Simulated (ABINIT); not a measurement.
Runs of ABINIT 10.8.3 (patched build) on MgB2. It takes space group P6/mmm (No. 191, hexagonal). The conventional cell has a = 3.085 Å, b = 3.085 Å, c = 3.523 Å, α = 90.00°, β = 90.00°, γ = 120.00°. Around Mg (site symmetry 6/mmm) lie 12 B at 2.51 Å. Around B (site symmetry -6m2) lie 3 B at 1.78 Å. 

| task | cell | k mesh | cutoff (eV) | stop of the response cycle (tolvrs) | q points | q points (reduced) | bands in the sums | broadening (eV) | gap on the mesh (eV) | pressure (GPa) |
| --- | --- | --- | --- | --- | --- | --- | --- | --- | --- | --- |
| single point | as given | 8 × 8 × 6 | 1034 | - | - | - | - | - | none | (a) |
| phonons at a zone-boundary q | as given | 8 × 8 × 6, shifted | 1034 | 1e-08 | ["L", "M"] | [[0.5, 0.0, 0.5], [0.5, 0.0, 0.0]] | - | - | - | -3.4 |
| single point | cell relaxed | 8 × 8 × 6 | 1143 | - | - | - | - | - | none | 0.0 |
| optical spectrum | as given | 12 × 12 × 8, shifted | 1034 | - | - | - | 16 | 0.1 | - | -3.5 |
| phonons at a zone-boundary q | cell relaxed at zero pressure by an earlier run | 8 × 8 × 6, shifted | 1143 | 1e-08 | ["M"] | [[0.5, 0.0, 0.0]] | - | - | - | -0.1 |
| relaxation of cell and atoms | relaxed | 8 × 8 × 6 | 1143 | - | - | - | - | - | none | 0.0 |

Alike in all rows: level PBEsol; potentials or basis PseudoDojo NC SR PBEsol v0.4.1 standard; no spin polarisation; smearing fermi-dirac 0.05 eV.

**Question.** Fill in the values left out.

**Answer.** (a) -3.3.

Caveats: the mesh is coarse for a metal's response (some runs); the intraband (Drude) term is left out (some runs); spectra need much finer meshes, so this one isn't converged (some runs); independent-particle spectra lack excitons (some runs).

A gap of «none» marks a metal or a gap under the smearing width.
